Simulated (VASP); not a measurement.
# BaF2 (Fm-3m) in VASP: further runs

The runs below take BaF2 through relaxation of cell and atoms, with PBE+D3(BJ).

Program: VASP 6.6.1. These are calculated values, not measurements. Logs are shortened: lines on timing, memory, paths and dates and some standing lists are left out, and cuts for length are marked.

### Step 1. The structure

Symmetry: Fm-3m, No. 225, cubic system. Conventional cell: a = 6.200 Å, b = 6.200 Å, c = 6.200 Å, α = 90.00°, β = 90.00°, γ = 90.00°. Ba (site symmetry m-3m) has 8 F at 2.68 Å as nearest neighbours. Around F (site symmetry -43m) lie 4 Ba at 2.68 Å.

### Step 2. Relaxation of cell and atoms, PBE+D3(BJ)

File INCAR:

```
SYSTEM = BaF2
  PREC = Accurate
  ENCUT = 520
  EDIFF = 1E-7
  ISMEAR = 0
  SIGMA = 0.02
  LREAL = .False.
  LASPH = .True.
  NELM = 80
  ALGO = Normal
  ISIF = 3
  LWAVE = .False.
  LCHARG = .False.
  GGA = PE
  IVDW = 12
  IBRION = 2
  NSW = 80
  EDIFFG = -0.002
```

File KPOINTS:

```
regular mesh
0
Gamma
  8 8 8
  0 0 0
```

File POSCAR:

```
BaF2
1.0
    0.0000000000      3.1000500000      3.1000500000
    3.1000500000      0.0000000000      3.1000500000
    3.1000500000      3.1000500000      0.0000000000
Ba F
1 2
Direct
    0.0000000000      0.0000000000      0.0000000000
    0.2500000000      0.2500000000      0.2500000000
    0.7500000000      0.7500000000      0.7500000000
```

Potentials or basis: VASP PAW PBE potentials, release 64 (Ba_sv, F).

On the command line:

```
$ cat potpaw_PBE.64/Ba_sv/POTCAR potpaw_PBE.64/F/POTCAR > POTCAR
$ mpirun -np 1 vasp_std > vasp.out
```

OUTCAR:

```text
SYSTEM = BaF2
   PREC = Accurate
   ENCUT = 520
   EDIFF = 1E-7
   ISMEAR = 0
   LREAL = .False.
   LASPH = .True.
   NELM = 80
   ISIF = 3
   GGA = PE
   IVDW = 12
   IBRION = 2
   NSW = 80
   EDIFFG = -0.002
 IVDW          = 12

 ion  position               nearest neighbor table
   1  0.000  0.000  0.000-   3 2.68   3 2.68   2 2.68   3 2.68   2 2.68   2 2.68   3 2.68   2 2.68

   2  0.250  0.250  0.250-   1 2.68   1 2.68   1 2.68   1 2.68
   3  0.750  0.750  0.750-   1 2.68   1 2.68   1 2.68   1 2.68

  LATTYP: Found a face centered cubic cell.
 ALAT       =     6.2001000000

  Lattice vectors:

 A1 = (   0.0000000000,   3.1000500000,   3.1000500000)
 A2 = (   3.1000500000,   0.0000000000,   3.1000500000)
 A3 = (   3.1000500000,   3.1000500000,   0.0000000000)

Analysis of symmetry for initial positions (statically):
=====================================================================
 Subroutine PRICEL returns:
 Original cell was already a primitive cell.

 Routine SETGRP: Setting up the symmetry group for a
 face centered cubic supercell.

 Subroutine GETGRP returns: Found 48 space group operations
 (whereof 48 operations were pure point group operations)
 out of a pool of 48 trial point group operations.

The static configuration has the point symmetry O_h .

Analysis of symmetry for dynamics (positions and initial velocities):
=====================================================================
 Subroutine PRICEL returns:
 Original cell was already a primitive cell.

 Routine SETGRP: Setting up the symmetry group for a
 face centered cubic supercell.

 Subroutine GETGRP returns: Found 48 space group operations
 (whereof 48 operations were pure point group operations)
 out of a pool of 48 trial point group operations.

The dynamic configuration has the point symmetry O_h .

 Subroutine INISYM returns: Found 48 space group operations
 (whereof 48 operations are pure point group operations),
 and found     1 'primitive' translations

----------------------------------------------------------------------------------------

                                     Primitive cell

  volume of cell :      59.5849

  direct lattice vectors                    reciprocal lattice vectors
     0.000000000  3.100050000  3.100050000    -0.161287721  0.161287721  0.161287721
     3.100050000  0.000000000  3.100050000     0.161287721 -0.161287721  0.161287721
     3.100050000  3.100050000  0.000000000     0.161287721  0.161287721 -0.161287721

  length of vectors
     4.384132754  4.384132754  4.384132754     0.279358528  0.279358528  0.279358528

  position of ions in fractional coordinates (direct lattice)
     0.000000000  0.000000000  0.000000000
     0.250000000  0.250000000  0.250000000
     0.750000000  0.750000000  0.750000000

  ion indices of the primitive-cell ions
   primitive index   ion index
                 1           1
                 2           2
                 3           3

----------------------------------------------------------------------------------------

 KPOINTS: regular mesh

Automatic generation of k-mesh.
 Grid dimensions read from file:
 generate k-points for:    8    8    8

 Generating k-lattice:

  Cartesian coordinates                     Fractional coordinates (reciprocal lattice)
    -0.020160965  0.020160965  0.020160965     0.125000000  0.000000000  0.000000000
     0.020160965 -0.020160965  0.020160965     0.000000000  0.125000000  0.000000000
     0.020160965  0.020160965 -0.020160965     0.000000000  0.000000000  0.125000000

  Length of vectors
     0.034919816  0.034919816  0.034919816

  Shift w.r.t. Gamma in fractional coordinates (k-lattice)
     0.000000000  0.000000000  0.000000000

 Subroutine IBZKPT returns following result:
 ===========================================

 Found     29 irreducible k-points:

 Following reciprocal coordinates:
            Coordinates               Weight
  0.000000  0.000000  0.000000      1.000000
  0.125000  0.000000  0.000000      8.000000
  0.250000  0.000000  0.000000      8.000000
  0.375000  0.000000  0.000000      8.000000
  0.500000  0.000000  0.000000      4.000000
  0.125000  0.125000  0.000000      6.000000
[... 16 lines left out ...]
  0.500000  0.250000  0.125000     48.000000
 -0.375000  0.250000  0.125000     24.000000
 [... further k-points ...]
   k-points           NKPTS =     29   k-points in BZ     NKDIM =     29   number of bands    NBANDS=     16
   number of dos      NEDOS =    301   number of ions     NIONS =      3
   total plane-waves  NPLWV =  46656
   dimension x,y,z NGX =    36 NGY =   36 NGZ =   36
   dimension x,y,z NGXF=    72 NGYF=   72 NGZF=   72
   ions per type =               1   2
   NGX,Y,Z   is equivalent  to a cutoff of  13.65, 13.65, 13.65 a.u.
   NGXF,Y,Z  is equivalent  to a cutoff of  27.30, 27.30, 27.30 a.u.
 SYSTEM =  BaF2
   PREC   = accura    normal or accurate (medium, high low for compatibility)
   ISTART =      0    job   : 0-new  1-cont  2-samecut
   ICHARG =      2    charge: 1-file 2-atom 10-const
   ISPIN  =      1    spin polarized calculation?
   LNONCOLLINEAR =      F non collinear calculations
   LSORBIT =      F    spin-orbit coupling
   LASPH  =      T    aspherical Exc in radial PAW
   ENCUT  =  520.0 eV  38.22 Ry    6.18 a.u.   8.15  8.15  8.15*2*pi/ulx,y,z
   NELM   =     80;   NELMIN=  2; NELMDL= -5     # of ELM steps
   EDIFF  = 0.1E-06   stopping-criterion for ELM
   LREAL  =      F    real-space projection
   EDIFFG = -.2E-02   stopping-criterion for IOM
   NSW    =     80    number of steps for IOM
   IBRION =      2    ionic relax: 0-MD 1-quasi-New 2-CG
   NFREE  =      1    steps in history (QN), initial steepest desc. (CG)
   ISIF   =      3    stress and relaxation
   ISYM   =      2    0-nonsym 1-usesym 2-fastsym
   POTIM  = 0.5000    time-step for ionic-motion
   TEBEG  =    0.0;   TEEND  =   0.0 temperature during run
   PSTRESS=    0.0 pullay stress
   NELECT =      24.0000    total number of electrons
   NUPDOWN=      -1.0000    fix difference up-down
   EMIN   =  10.00;   EMAX   =-10.00  energy-range for DOS
   EFERMI =   0.00;   METHOD = LEGACY
   ISMEAR =     0;   SIGMA  =   0.02  broadening in eV -4-tet -1-fermi 0-gaus
   EFERMI_NEDOS =   21; number of points for ismear=-14 and -15
   IALGO  =     38    algorithm
   IMIX   =      4    mixing-type and parameters
     AMIX     =   0.40;   BMIX     =  1.00
     AMIX_MAG =   1.60;   BMIX_MAG =  1.00
  volume/ion in A,a.u.               =      19.86       134.03
  Fermi-wavevector in a.u.,A,eV,Ry     =   1.209019  2.284715 19.888011  1.461728
  Thomas-Fermi vector in A             =   2.344609
   LORBIT       =      0    0 simple, 1 ext, 2 COOP (PROOUT), +10 PAW based schemes
   GGA     = PE    functional components
   LHFCALC =     F    Hartree Fock is set to
   AEXX    =    0.0000 exact exchange contribution
   IVDW    =    12    specifies the selected vdW correction
   LEPSILON=     F    determine dielectric tensor
   LRPA    =     F    only Hartree local field effects (RPA)
 conjugate gradient relaxation of ions
 non-spin polarized calculation
 Gauss-broadening in eV      SIGMA  =   0.02
  energy-cutoff  :      520.00
  volume of cell :       59.58
 maximum number of plane-waves:      1639
 NGX is ok and might be reduce to    36
   NGX = 17   NGY = 17   NGZ = 17

--------------------------------------- Ionic step        1  -------------------------------------------

 number of electron      24.0000002 magnetization

 Free energy of the ion-electron system (eV)
  ---------------------------------------------------
  ext. energy  EPLUGINS =         0.00000000
  ---------------------------------------------------
  free energy    TOTEN  =       -17.10878096 eV

  energy without entropy =      -17.10878096  energy(sigma->0) =      -17.10878096

------------------------ aborting loop because EDIFF is reached ----------------------------------------

 Edisp (eV)   -0.40123

 E8    (eV) :    -0.1930

  FORCE on cell =-STRESS in cart. coord.  units (eV):
  Direction    XX          YY          ZZ          XY          YZ          ZX
  --------------------------------------------------------------------------------------
  -------------------------------------------------------------------------------------
  Total       0.46978     0.46978     0.46978     0.00000     0.00000     0.00000
  in kB      12.63201    12.63201    12.63201     0.00000     0.00000     0.00000
  external pressure =       12.63 kB  Pullay stress =        0.00 kB
[... 63 lines left out ...]
  energy  without entropy=      -17.5147779987  energy(sigma->0) =      -17.51477800

--------------------------------------- Ionic step        3  -------------------------------------------

 number of electron      24.0000013 magnetization

 Free energy of the ion-electron system (eV)
  ---------------------------------------------------
  ext. energy  EPLUGINS =         0.00000000
  ---------------------------------------------------
  free energy    TOTEN  =       -17.12187259 eV

  energy without entropy =      -17.12187259  energy(sigma->0) =      -17.12187259

 E-fermi :  -2.0462     XC(G=0):  -8.6068

 val. band max:       -2.1539498694   @ k =  -0.2500   0.2500   0.0000
 cond. band min:       4.5187687753   @ k =   0.0000   0.0000   0.0000
 fundamental gap:      6.6727186447
 Fermi energy:        -2.0461772907

 k-point     1 :       0.0000    0.0000    0.0000
  band No.  band energies     occupation
      1     -25.3091      2.00000
      2     -21.0541      2.00000
      3     -21.0307      2.00000
      4     -10.1732      2.00000
      5     -10.1732      2.00000
      6     -10.1732      2.00000
[... 8 lines left out ...]
     15       6.9490      0.00000
     16       9.0686      0.00000
[... 420 lines left out ...]
  band No.  band energies     occupation
      1     -25.0892      2.00000
      2     -21.2719      2.00000
      3     -21.1975      2.00000
      4     -10.4360      2.00000
      5     -10.3009      2.00000
      6     -10.2994      2.00000
[... 8 lines left out ...]
     15       7.2553      0.00000
     16       7.9901      0.00000

 [... further k-points ...]

------------------------ aborting loop because EDIFF is reached ----------------------------------------

 Edisp (eV)   -0.39295

 E8    (eV) :    -0.1891

  FORCE on cell =-STRESS in cart. coord.  units (eV):
  Direction    XX          YY          ZZ          XY          YZ          ZX
  --------------------------------------------------------------------------------------
  -------------------------------------------------------------------------------------
  Total      -0.00049    -0.00049    -0.00049     0.00000    -0.00000     0.00000
  in kB      -0.01291    -0.01291    -0.01291     0.00000    -0.00000     0.00000
  external pressure =       -0.01 kB  Pullay stress =        0.00 kB
[... 18 lines left out ...]
  FREE ENERGIE OF THE ION-ELECTRON SYSTEM (eV)
  ---------------------------------------------------
  free  energy   TOTEN  =       -17.5148206919 eV

  energy  without entropy=      -17.5148206919  energy(sigma->0) =      -17.51482069

 reached required accuracy - stopping structural energy minimisation
```

It took 31 s on 1 thread of Intel Xeon 6975P-C (Granite Rapids), shared host; peak memory 0.22 GiB.

Results:

```
Free energy                            : -17.5148 eV
Relaxed volume                         : 20.28 Å³/atom
Relaxed cell                           : a = 4.414 Å, b = 4.414 Å, c = 4.414 Å, α = 60.00°, β = 60.00°, γ = 60.00°
Space group after relaxing (to 0.05 Å) : Fm-3m (No. 225)
Energy gained by relaxing              : 1.6 meV/atom
Ionic steps                            : 3
Pressure after relaxing                : 0.0 GPa
Band gap on the k mesh                 : 6.67 eV, indirect (least direct gap 6.74 eV)
Dispersion energy per atom             : -0.131 eV
```

Step by step:
```
step  energy change (eV)  largest force (eV/Å)  pressure (GPa)  volume (Å³)
   1              0.0000                0.0000            1.26        59.58
   2             -0.0048                0.0000           -0.11        60.95
   3             -0.0048                0.0000            0.00        60.83
```

Final structure:
```yaml
crystal:
  lattice:
    - [0.00000, 3.12143, 3.12143]
    - [3.12143, 0.00000, 3.12143]
    - [3.12143, 3.12143, 0.00000]
  atoms:
    - { symbol: Ba, position: [0.00000, 0.00000, 0.00000] }
    - { symbol: F, position: [0.25000, 0.25000, 0.25000] }
    - { symbol: F, position: [0.75000, 0.75000, 0.75000] }
```

Caveat: spin-orbit coupling is left out, which moves the levels of the heavy elements.

### Step 3. Relaxation of cell and atoms, PBE+D3(BJ)

This run uses another cell than the first one, of 20.28 Å³/atom, 1.021 times its volume.

INCAR is that of step 2.

KPOINTS is that of step 2.

File POSCAR:

```
BaF2                                    
1.0
    0.0000000000      3.1214291266      3.1214291266
    3.1214291266      0.0000000000      3.1214291266
    3.1214291266      3.1214291266      0.0000000000
  Ba              F             
     1     2
Direct
     0.0000000000000000    0.0000000000000000    0.0000000000000000
     0.2500000000000000    0.2500000000000000    0.2500000000000000
     0.7500000000000000    0.7500000000000000    0.7500000000000000
```

Potentials or basis: VASP PAW PBE potentials, release 64 (Ba_sv, F).

On the command line:

```
$ cat potpaw_PBE.64/Ba_sv/POTCAR potpaw_PBE.64/F/POTCAR > POTCAR
$ mpirun -np 1 vasp_std > vasp.out
```

Wall time 20 s (1 thread of Intel Xeon 6975P-C (Granite Rapids), shared host); peak memory 0.22 GiB.

The run converged. Its results:

| Property | Result |
| --- | --- |
| Free energy | -17.5167 eV |
| Relaxed volume | 20.29 Å³/atom |
| Relaxed cell | a = 4.415 Å, b = 4.415 Å, c = 4.415 Å, α = 60.00°, β = 60.00°, γ = 60.00° |
| Space group after relaxing (to 0.05 Å) | Fm-3m (No. 225) |
| Energy gained by relaxing | 0.0 meV/atom |
| Ionic steps | 2 |
| Pressure after relaxing | 0.0 GPa |
| Band gap on the k mesh | 6.67 eV, indirect (least direct gap 6.74 eV) |
| Dispersion energy per atom | -0.131 eV |

Final structure:
```
Ba F
1.0
     0.00000    3.12204    3.12204
     3.12204    0.00000    3.12204
     3.12204    3.12204    0.00000
Ba F
1 2
Cartesian
  6.2441 3.1220 3.1220
  1.5610 1.5610 1.5610
  4.6831 4.6831 4.6831
```

Levels at points of the mesh, in eV from the valence-band top:
| k point | band 8 | band 9 | band 10 | band 11 | band 12 | band 13 | band 14 | band 15 | band 16 |
| --- | --- | --- | --- | --- | --- | --- | --- | --- | --- |
| (0.00, 0.00, 0.00) | -1.43 | -1.43 | -0.07 | -0.07 | -0.07 | 6.67 | 9.10 | 9.10 | 11.22 |
| (0.50, 0.00, 0.00) | -1.04 | -0.64 | -0.35 | -0.17 | -0.17 | 8.97 | 9.09 | 9.09 | 9.70 |
| (0.50, 0.50, 0.00) | -0.34 | -0.34 | -0.33 | -0.33 | -0.11 | 7.21 | 8.89 | 10.53 | 11.77 |

Caveat: spin-orbit coupling is left out, which moves the levels of the heavy elements. A hybrid or GW would open this gap; PBE tends to underestimate it.
